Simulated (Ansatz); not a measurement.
# Al2Cu: the cost of one run

Program: Ansatz 0.2.0. Level of theory: DFT PBE, scalar-relativistic, plane waves, PAW. These are calculated values, not measurements.

**1. The system as given**

Symmetry: P-3m1, No. 164, trigonal system. The conventional cell has a = 4.362 Å, b = 4.362 Å, c = 2.671 Å, α = 90.00°, β = 90.00°, γ = 120.00°. Around Al (site symmetry 3m) lie 3 Cu at 2.67 Å and 5 Al at 2.67 Å. Cu (site symmetry -3m) is surrounded by 6 Al at 2.67 Å and 2 Cu at 2.67 Å.

Structure file:

```xyz
3
Lattice="4.3620 0.0000 0.0000 -2.1810 3.7776 0.0000 0.0000 0.0000 2.6712" Properties=species:S:1:pos:R:3 pbc="T T T"
Al    2.1810    1.2592    1.7808
Al    0.0000    2.5184    0.8904
Cu    0.0000    0.0000    0.0000
```

The start is an ordering of an alloy on its end members' structure types: elements ordered on the sites of the Cr type, Cu/Al on Cr (P-3m1, No. 164).

**2. A first look at the guess**

input.yaml reads:

```yaml
crystal:
  lattice:
    - [4.3620451, 0.0, 0.0]
    - [-2.18102255, 3.77764187, 0.0]
    - [0.0, 0.0, 2.67119618]
  atoms:
    - { symbol: Al, position: [0.66666667, 0.33333333, 0.66666667] }
    - { symbol: Al, position: [0.33333333, 0.66666667, 0.33333333] }
    - { symbol: Cu, position: [0.0, 0.0, 0.0] }
basis:
  ecutwfc: 420
kpoints:
  mp_grid: { grid: [6, 6, 6] }
hamiltonian:
  xc: pbe
scf:
  occupations: { method: gaussian, width: 0.1 }
  lower_state_search: "off"
output:
  forces: true
  stress: true
  eigenvalues: true
```

The run is started by

```bash
$ ansatz run input.yaml --threads 1 --pin off --max-ram 2560MiB --backend cpu --events-out ev --progress --plain --runs-dir out
```

**Question.** How long does this run take on 1 thread of Intel Xeon Platinum 8488C (Sapphire Rapids), shared host, and how much memory does it need?

About 1.2 s, with a peak of 0.38 GiB.
